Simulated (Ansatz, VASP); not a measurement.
One calculation of Pb, two programs

```
CELL_PARAMETERS angstrom
0.00000 2.43755 2.43755
2.43755 0.00000 2.43755
2.43755 2.43755 0.00000
ATOMIC_POSITIONS crystal
Pb 0.00000 0.00000 0.00000
```

Alike in both runs: task single point; functional LDA; k mesh 18 × 18 × 18; occupations fermi-dirac, width 0.1 eV; no spin polarisation.

|  | VASP | Ansatz |
| --- | --- | --- |
| version | VASP 6.6.1 | Ansatz 0.2.0 |
| potentials or method | VASP PAW LDA potentials, release 64 (Pb_d) | plane waves (420 eV) with PAW, scalar-relativistic |
| plane-wave cutoff (eV) | 520 | 420 |
| valence electrons in the cell | 14 | 14 |

```csv
,VASP,Ansatz,Ansatz less VASP
pressure (GPa),0.2,0.2,-0.06
```

Ansatz warned: «pseudo_functional_mismatch».

The runs have no spin-orbit coupling, so splittings on Pb are missing.
